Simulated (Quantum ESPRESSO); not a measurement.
# Pd under changes of volume

One of the cells (15.547 Å³/atom); the others are scaled copies at fixed shape and fractional positions:

```
Pd
1.0
    -1.57228    1.57228    1.57228
     1.57228   -1.57228    1.57228
     1.57228    1.57228   -1.57228
Pd
1
Direct
  0.00000 0.00000 0.00000
```

This isn't the form of Pd at room conditions, which is fcc.

```yaml
Program: Quantum ESPRESSO 7.5
Functional: LDA
Potentials_or_basis: GBRV 1.5 LDA
Cutoff: 612 eV
Density_cutoff: 4898 eV
k_mesh: 12 × 12 × 12
Occupations: fermi-dirac, width 0.05 eV
Spin: no spin polarisation
```

```tsv
volume (Å³/atom)	energy over the lowest point (meV/atom)	pressure (GPa)
14.614	0.00	-4.7
14.925	12.39	-8.6
15.236	31.96	-12.1
15.547	57.78	-15.0
15.858	89.08	-17.6
16.169	?	?
16.480	164.81	-21.7
```

**Question.** What does the run at 16.169 Å³/atom give?

**Answer.** Energy over the lowest point 124.87 meV/atom; pressure -19.8 GPa.

Worked out: A Birch-Murnaghan fit of order 3 (a polynomial in V^(-2/3)) to the other rows has its minimum at 14.32 Å³/atom, just outside them, with B0 = V·E''(V) = 226 GPa and B' = 5.6. It gives 124.94 meV/atom at 16.169 Å³/atom, against the run's 124.87, and -dE/dV = -19.6 GPa, against -19.8.

Energies are extrapolated to zero smearing.
